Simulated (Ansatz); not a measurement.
## O: from a first guess to the relaxed hcp type

First guess:

```
CELL_PARAMETERS angstrom
2.51233 0.00000 0.00000
-1.25617 2.17574 0.00000
0.00000 0.00000 4.06998
ATOMIC_POSITIONS crystal
O 0.33333 0.66667 0.25000
O 0.66667 0.33333 0.75000
```

Computed with Ansatz 0.2.0, DFT, PBE, PAW with Ansatz's default frozen-core files, scalar-relativistic.

Cell and atoms relax within the symmetry of the start on a 15×15×8 k mesh with 0.08 eV Fermi–Dirac smearing.

The start is built from a prototype, known or not as a phase of this compound; the cutoff is 420 eV.

This is a hypothetical arrangement without O2 molecules, not solid oxygen as it is known.

Q: What is the pressure of the first guess?

A: -20.6 GPa.

Q: What does it relax to?

A: a = 2.676 Å, b = 2.676 Å, c = 2.629 Å, α = 90.00°, β = 90.00°, γ = 120.00° (conventional cell), 8.15 Å³ per atom:
```
CELL_PARAMETERS angstrom
2.67595 0.00000 0.00000
-1.33797 2.31744 0.00000
0.00000 0.00000 2.62922
ATOMIC_POSITIONS crystal
O 0.33333 0.66667 0.25000
O 0.66667 0.33333 0.75000
```

Q: How much energy does the relaxation release?

A: 869 meV/atom.
